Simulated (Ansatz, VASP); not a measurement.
## One calculation of Ir, two programs

```
Ir
1.0
     0.00000    1.95317    1.95317
     1.95317    0.00000    1.95317
     1.95317    1.95317    0.00000
Ir
1
Direct
  0.00000 0.00000 0.00000
```

Change from the starting cell: volume scaled by 1.06.

Alike in both runs: task single point; functional PBEsol; k mesh 12 × 12 × 12; occupations fermi-dirac, width 0.05 eV; no spin polarisation.

|  | VASP | Ansatz |
| --- | --- | --- |
| version | VASP 6.6.1 | Ansatz 0.2.0 |
| potentials or method | VASP PAW PBE potentials, release 64 (Ir), cutoff 520 eV | all-electron LAPW, scalar-relativistic |

|  | VASP | Ansatz | Ansatz less VASP |
| --- | --- | --- | --- |
| gap on the k mesh at the Fermi level (eV) | none | none | - |
| pressure (GPa) | -19.5 | -20.0 | -0.55 |

A gap of «none» marks a metal or a gap that the smearing closes. Ansatz ran all-electron here, so the differences hold the error of VASP's frozen core and of both bases.

Caveats: so large a pressure means that the cell lies far from this level's equilibrium, or that cutoff or potentials fall short (VASP); the potentials were made for another functional, which shifts forces and pressure (VASP). The runs have no spin-orbit coupling, so splittings on Ir are missing.
